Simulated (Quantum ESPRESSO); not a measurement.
# ZnS (F-43m) in Quantum ESPRESSO: further runs, part 2 of 2

Quantum ESPRESSO 7.5.

## (10) Band structure, r2SCAN

pw.in

```
&CONTROL
  calculation = 'scf'
  prefix = 'pwscf'
  outdir = './tmp'
  pseudo_dir = './pseudo'
  tprnfor = .true.
  tstress = .true.
  disk_io = 'low'
/
&SYSTEM
  ibrav = 0
  nat = 2
  ntyp = 2
  ecutwfc = 70
  nbnd = 20
  input_dft = 'r2scan'
  occupations = 'smearing'
  smearing = 'fd'
  degauss = 0.00367493
  nosym = .true.
/
&ELECTRONS
  conv_thr = 1d-08
  electron_maxstep = 120
  mixing_beta = 0.5
/
ATOMIC_SPECIES
Zn    65.3800 Zn_ONCV_PBE-1.2.upf
S     32.0600 S_ONCV_PBE-1.2.upf
CELL_PARAMETERS angstrom
   0.0000000000    2.7020000000    2.7020000000
   2.7020000000    0.0000000000    2.7020000000
   2.7020000000    2.7020000000    0.0000000000
ATOMIC_POSITIONS crystal
Zn     0.7500000000    0.7500000000    0.7500000000
S      0.0000000000    0.0000000000    0.0000000000
K_POINTS automatic
7 7 7 0 0 0
```

bands.in

```
&CONTROL
  calculation = 'bands'
  prefix = 'pwscf'
  outdir = './tmp'
  pseudo_dir = './pseudo'
  disk_io = 'low'
  verbosity = 'high'
/
&SYSTEM
  ibrav = 0
  nat = 2
  ntyp = 2
  ecutwfc = 70
  nbnd = 20
  input_dft = 'r2scan'
  occupations = 'smearing'
  smearing = 'fd'
  degauss = 0.00367493
  nosym = .true.
/
&ELECTRONS
  conv_thr = 1d-08
  electron_maxstep = 120
  mixing_beta = 0.5
  diago_full_acc = .true.
  startingwfc = 'random'
/
ATOMIC_SPECIES
Zn    65.3800 Zn_ONCV_PBE-1.2.upf
S     32.0600 S_ONCV_PBE-1.2.upf
CELL_PARAMETERS angstrom
   0.0000000000    2.7020000000    2.7020000000
   2.7020000000    0.0000000000    2.7020000000
   2.7020000000    2.7020000000    0.0000000000
ATOMIC_POSITIONS crystal
Zn     0.7500000000    0.7500000000    0.7500000000
S      0.0000000000    0.0000000000    0.0000000000
K_POINTS crystal
60
 0.0000000000  0.0000000000  0.0000000000 1
 0.0625000000  0.0000000000  0.0625000000 1
 0.1250000000  0.0000000000  0.1250000000 1
 0.1875000000  0.0000000000  0.1875000000 1
 0.2500000000  0.0000000000  0.2500000000 1
 0.3125000000  0.0000000000  0.3125000000 1
 0.3750000000  0.0000000000  0.3750000000 1
 0.4375000000  0.0000000000  0.4375000000 1
 0.5000000000  0.0000000000  0.5000000000 1
 0.5000000000  0.0625000000  0.5625000000 1
 0.5000000000  0.1250000000  0.6250000000 1
 0.5000000000  0.1875000000  0.6875000000 1
 0.5000000000  0.2500000000  0.7500000000 1
 0.4375000000  0.3125000000  0.7500000000 1
 0.3750000000  0.3750000000  0.7500000000 1
 0.3375000000  0.3375000000  0.6750000000 1
 0.3000000000  0.3000000000  0.6000000000 1
 0.2625000000  0.2625000000  0.5250000000 1
 0.2250000000  0.2250000000  0.4500000000 1
 0.1875000000  0.1875000000  0.3750000000 1
 0.1500000000  0.1500000000  0.3000000000 1
 0.1125000000  0.1125000000  0.2250000000 1
 0.0750000000  0.0750000000  0.1500000000 1
 0.0375000000  0.0375000000  0.0750000000 1
 0.0000000000  0.0000000000  0.0000000000 1
 0.0625000000  0.0625000000  0.0625000000 1
 0.1250000000  0.1250000000  0.1250000000 1
 0.1875000000  0.1875000000  0.1875000000 1
 0.2500000000  0.2500000000  0.2500000000 1
 0.3125000000  0.3125000000  0.3125000000 1
 0.3750000000  0.3750000000  0.3750000000 1
 0.4375000000  0.4375000000  0.4375000000 1
 0.5000000000  0.5000000000  0.5000000000 1
 0.5250000000  0.4500000000  0.5250000000 1
 0.5500000000  0.4000000000  0.5500000000 1
 0.5750000000  0.3500000000  0.5750000000 1
 0.6000000000  0.3000000000  0.6000000000 1
 0.6250000000  0.2500000000  0.6250000000 1
 0.5833333333  0.2500000000  0.6666666667 1
 0.5416666667  0.2500000000  0.7083333333 1
 0.5000000000  0.2500000000  0.7500000000 1
 0.5000000000  0.2857142857  0.7142857143 1
 0.5000000000  0.3214285714  0.6785714286 1
 0.5000000000  0.3571428571  0.6428571429 1
 0.5000000000  0.3928571429  0.6071428571 1
 0.5000000000  0.4285714286  0.5714285714 1
 0.5000000000  0.4642857143  0.5357142857 1
 0.5000000000  0.5000000000  0.5000000000 1
 0.4821428571  0.4821428571  0.5357142857 1
 0.4642857143  0.4642857143  0.5714285714 1
 0.4464285714  0.4464285714  0.6071428571 1
 0.4285714286  0.4285714286  0.6428571429 1
 0.4107142857  0.4107142857  0.6785714286 1
 0.3928571429  0.3928571429  0.7142857143 1
 0.3750000000  0.3750000000  0.7500000000 1
 0.6250000000  0.2500000000  0.6250000000 1
 0.5937500000  0.1875000000  0.5937500000 1
 0.5625000000  0.1250000000  0.5625000000 1
 0.5312500000  0.0625000000  0.5312500000 1
 0.5000000000  0.0000000000  0.5000000000 1
```

Started as:

```console
OMP_NUM_THREADS=1 mpirun -n 2 pw.x -nk 2 -in pw.in > pw.out
OMP_NUM_THREADS=1 mpirun -n 2 pw.x -nk 2 -in bands.in > bands.out
```

Wall time 3.3 min (2 MPI ranks of Intel Xeon 6975P-C (Granite Rapids), shared host); peak memory 0.3 GiB.

The run converged. Its results:

```
Free energy             : -5728.1689 eV
Pressure                : 0.0 GPa
Band gap on the k mesh  : 2.62 eV, direct
Band gap along the path : 2.62 eV, direct
```

Levels at the corners of the path, in eV from the valence-band top:
| point | band 10 | band 11 | band 12 | band 13 | band 14 | band 15 | band 16 | band 17 |
| --- | --- | --- | --- | --- | --- | --- | --- | --- |
| Γ | -6.17 | 0.00 | 0.00 | 0.00 | 2.62 | 7.04 | 7.04 | 7.04 |
| X | -5.94 | -4.63 | -2.25 | -2.25 | 3.77 | 4.56 | 11.75 | 12.91 |
| W | -5.76 | -4.60 | -2.79 | -2.77 | 6.09 | 6.67 | 8.53 | 8.79 |
| K | -5.81 | -4.65 | -3.17 | -1.83 | 4.57 | 6.50 | 10.02 | 10.51 |
| Γ | -6.17 | 0.00 | 0.00 | 0.00 | 2.62 | 7.04 | 7.04 | 7.04 |
| L | -5.95 | -5.35 | -0.87 | -0.87 | 3.84 | 7.51 | 7.51 | 9.41 |
| U | -5.81 | -4.65 | -3.17 | -1.83 | 4.57 | 6.50 | 10.02 | 10.51 |
| W | -5.76 | -4.60 | -2.79 | -2.77 | 6.09 | 6.67 | 8.53 | 8.79 |
| L | -5.95 | -5.35 | -0.87 | -0.87 | 3.84 | 7.51 | 7.51 | 9.41 |
| K | -5.81 | -4.65 | -3.17 | -1.83 | 4.57 | 6.50 | 10.02 | 10.51 |
| U | -5.81 | -4.65 | -3.17 | -1.83 | 4.57 | 6.50 | 10.02 | 10.51 |
| X | -5.94 | -4.63 | -2.25 | -2.25 | 3.77 | 4.56 | 11.75 | 12.91 |

Caveat: the potentials were made for another functional, which shifts forces and pressure.

## (11) How close it comes

Step 9. A measured bulk modulus of ZnS is 76.9 GPa (quoted in “Electronic, vibrational, and thermodynamic properties of ZnS (zincblende and rocksalt structure)”, 2009, arxiv:0911.5022); the calculated 78 GPa misses it by +1.6 %. The fit is for a static lattice scaled at fixed shape and fixed fractional positions.

Step 10. Against the measured gap of ZnS, 3.85 eV (direct; 19 K; quoted in “Electronic, vibrational, and thermodynamic properties of ZnS (zincblende and rocksalt structure)”, 2009, arxiv:0911.5022), the calculated 2.62 eV is off by -1.23 eV. The value is that of r2SCAN, without temperature or zero-point motion.
